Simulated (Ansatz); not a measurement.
**Ni3Ge: normal modes**

The task, for Ni3Ge: compute the harmonic modes.

Computed with Ansatz 0.2.0 (DFT PBEsol, scalar-relativistic, plane waves, PAW, unless a step's input says otherwise).

2 further runs of the same task are left out: 2 set aside as unsound or not needed. Runs told in other sessions of the task aren't counted.

## (1) The starting structure

Symmetry: Pm-3m, No. 221, cubic system. Conventional cell: a = 3.525 Å, b = 3.525 Å, c = 3.525 Å, α = 90.00°, β = 90.00°, γ = 90.00°. Ni (site symmetry 4/mmm) has 8 Ni at 2.49 Å and 4 Ge at 2.49 Å in its first shell of neighbours. Ge (site symmetry m-3m) has 12 Ni at 2.49 Å in its first shell of neighbours.

Coordinates:

```cif
data_structure
_symmetry_space_group_name_H-M 'Pm-3m'
_symmetry_Int_Tables_number 221
_cell_length_a 3.5249
_cell_length_b 3.5249
_cell_length_c 3.5249
_cell_angle_alpha 90.000
_cell_angle_beta 90.000
_cell_angle_gamma 90.000
_cell_volume 43.80
loop_
_atom_site_label
_atom_site_type_symbol
_atom_site_symmetry_multiplicity
_atom_site_Wyckoff_symbol
_atom_site_fract_x
_atom_site_fract_y
_atom_site_fract_z
_atom_site_occupancy
Ni1 Ni 3 c 0.50000 0.00000 0.50000 1
Ge1 Ge 1 a 0.00000 0.00000 0.00000 1
```

It goes back to an entry of the Materials Project, which need not be the stable form.

It is built from the cell relaxed beforehand with the same method (10.95 Å³/atom).

## (2) The undisturbed cell

Input file input.yaml:

```yaml
crystal:
  lattice:
    - [-3.5249142746, 0.0, -3.5249142746]
    - [0.0, -3.5249142746, -3.5249142746]
    - [-3.5249142746, -3.5249142746, 0.0]
  atoms:
    - { symbol: Ni, position: [0.5, 0.0, 0.0] }
    - { symbol: Ni, position: [0.0, 0.5, 0.5] }
    - { symbol: Ni, position: [0.5, 0.0, 0.5] }
    - { symbol: Ni, position: [0.0, 0.5, 0.0] }
    - { symbol: Ni, position: [0.0, 0.0, 0.5] }
    - { symbol: Ni, position: [0.5, 0.5, 0.0] }
    - { symbol: Ge, position: [0.0, 0.0, 0.0] }
    - { symbol: Ge, position: [0.5, 0.5, 0.5] }
basis:
  ecutwfc: 420
kpoints:
  mp_grid: { grid: [12, 12, 12] }
hamiltonian:
  xc: pbesol
scf:
  occupations: { method: gaussian, width: 0.15 }
output:
  forces: true
  stress: true
  eigenvalues: true
```

Launch:

```
> ansatz run input.yaml --threads 2 --pin off --max-ram 5120MiB --backend cpu --events-out ev --progress --plain --runs-dir out
```

The program printed (excerpt; [...] marks lines left out):

```text
Warning: RAYON_NUM_THREADS=2 ignored (pool sized by the plan → 2); use --threads N
[...]
Pseudopotentials: kind: paw
Pseudopotential: Ni, paw, valence charge 18, recommended cutoff 420 eV (normal), Ni.paw.azcp
Pseudopotential: Ge, paw, valence charge 14, recommended cutoff 420 eV (normal), Ge.paw.azcp
Functional definition: PBEsol
[...]
Crystal: 8 atoms, lattice volume = 87.594 Å³
Basis set: ecut = 420 eV, 1687 PW (Γ), exchange–correlation on 72×72×72 points (8 copies of the dense FFT grid, shifted against one another)
Bands: 82, of which v1, the nominal top of the filled ones, is band 68 counted from 1 (67 counted from 0)
Symmetry: 96 space group operations
Space group: Pm-3m (ITA 221), of the structure as read, at distance tolerance 4.4e-5 Å
k-points: 72 of 1728
[...]
SCF iter   1: F=—  HF=-43339.636350 eV  |F-HF|=—  |Δ(HF+E_count)|=         —  Δρ=2.03e-2  dr2=1.87e-1  ethr=1.77e-3  ⟨swp⟩=5.0  Hψ=17829  notcnv=0  defer=143
[...]
SCF iter   8: F=-43339.598901 eV  HF=-43339.598901 eV  |F-HF|=1.67e-9  |Δ(HF+E_count)|=   6.47e-8  Δρ=3.71e-6  dr2=7.00e-9  ethr=7.35e-11  ⟨swp⟩=8.2  Hψ=25845  notcnv=0
[...]
SCF converged after 8 iterations
Free energy (F): -43339.598901 eV
[...]
E sigma→0 (E₀):  -43339.577000 eV
Entropy (-TS):   -0.043802 eV (-5.475 meV/atom)
Fermi energy:    18.681084 eV
[...]
--- Forces (eV/Å), atoms counted from 1 ---
  atom   1  Ni    -0.00000000     0.00000000     0.00000000
  atom   2  Ni    -0.00000000     0.00000000    -0.00000000
  atom   3  Ni    -0.00000000     0.00000000     0.00000000
  atom   4  Ni    -0.00000000     0.00000000    -0.00000000
  atom   5  Ni    -0.00000000    -0.00000000    -0.00000000
  atom   6  Ni    -0.00000000     0.00000000    -0.00000000
  atom   7  Ge    -0.00000000     0.00000000    -0.00000000
  atom   8  Ge    -0.00000000     0.00000000    -0.00000000
[...]
--- Stress (GPa, compression-positive) ---
        0.024671       0.000000       0.000000
       -0.000000       0.024671      -0.000000
        0.000000       0.000000       0.024671
  P = ⅓ Tr σ = 0.0247 GPa (0.247 kbar)
--- Band table (eV; the first three rows and the last of 72) ---
[...]
```

Run time: 6.1 s. Hardware: 2 threads of AMD EPYC 9R45 (Zen 5), shared host; peak memory 0.74 GiB.

The cell is repeated 2 times, 8 atoms in all. The reference gives a free energy of -43339.5989 eV, pressure 0.02 GPa, largest force 0.000 eV/Å and gap on the mesh none (metal).

## (3) Normal modes

input.yaml: that of step 2 with these lines changed.

```diff
@@ -23,4 +23,8 @@
 output:
-  forces: true
-  stress: true
   eigenvalues: true
+phonons:
+  method: fd
+  supercell: [1, 1, 1]
+  amplitude: 0.02
+  eigenvectors: true
+  dielectric: false
```

Launch:

```
> ansatz run input.yaml --threads 2 --pin off --max-ram 5120MiB --backend cpu --events-out ev --progress --plain --runs-dir out
```

The program printed (excerpt; [...] marks lines left out):

```text
Warning: RAYON_NUM_THREADS=2 ignored (pool sized by the plan → 2); use --threads N
[...]
[... 4 set-up lines as earlier in the session ...]
[...]
Crystal: 8 atoms, lattice volume = 87.594 Å³
Basis set: ecut = 420 eV, 1687 PW (Γ), exchange–correlation on 72×72×72 points (8 copies of the dense FFT grid, shifted against one another)
Bands: 82, of which v1, the nominal top of the filled ones, is band 68 counted from 1 (67 counted from 0)
[... 1 set-up line as earlier in the session ...]
k-points: 72 of 1728
[...]
SCF iter   1: F=—  HF=-43339.636350 eV  |F-HF|=—  |Δ(HF+E_count)|=         —  Δρ=2.03e-2  dr2=1.87e-1  ethr=1.77e-3  ⟨swp⟩=5.0  Hψ=17829  notcnv=0  defer=143
[...]
Symmetry: 8 space group operations
[...]
  atom   7  Ge    -0.00000000     0.00000000    -0.00000000
  atom   8  Ge    -0.00000000     0.00000000    -0.00000000
[...]
--- Band table (eV; the first three rows and the last of 72) ---
[...]
--- Phonons: 3 displaced members + reference (amplitude 0.02 Å, Σ member SCF iterations 27) ---
  symmetry images taken by strict's conditions (phonons.symmetry_images: auto; settled by no image being taken that strict refuses)
  ASR residual: 2.062e-4 → 0.000e0 eV/Å²; symmetrization residual: 2.797e-4 eV/Å²
  largest component of a force at the reference: 6.9e-29 eV/Å
  ASR residual per site (eV/Å²): 2.06e-4 2.06e-4 2.06e-4 2.06e-4 2.06e-4 2.06e-4 5.16e-5 5.16e-5
  Γ frequencies (cm⁻¹): 0.00 0.00 0.00 91.51 91.51 91.51 130.21 130.21 130.21 164.58 164.58 171.73 171.73 171.73 198.49 198.49 198.49 295.79 295.79 295.79 298.81 298.81 298.81 313.25
  density of states and harmonic sums: on the 15×15×15 q-mesh, interpolated from the force constants of a 1×1×1 supercell (no non-analytic term)
  largest difference from the sums on the solved wave vectors: F 4.18e-1 eV, S 6.76e-4 and C_V 2.58e-4 eV/K
[...]
```

Run time: 1.7 min. Hardware: 2 threads of AMD EPYC 9R45 (Zen 5), shared host; peak memory 1.8 GiB.

Wavenumbers in cm⁻¹, from the file of eigenvectors (i: imaginary; no LO–TO term): 1: 0, 2: 0, 3: 0, 4: 92, 5: 92, 6: 92, 7: 130, 8: 130, 9: 130, 10: 165, 11: 165, 12: 172, 13: 172, 14: 172, 15: 198, 16: 198, 17: 198, 18: 296, 19: 296, 20: 296, 21: 299, 22: 299, 23: 299, 24: 313. The cell doubles the primitive one, so its zone centre also holds the primitive cell's point q = (1/2, 1/2, 1/2). Three modes near zero are the rigid translations.

## (4) Summary of results

```
quantity                  value
   modes  24 from 0 to 313 cm⁻¹
```

In words: The cell is stable against its own zone-centre modes, which says nothing of other wave vectors. Spin polarisation is off in the runs that give these values; a magnetic solution could lie lower.
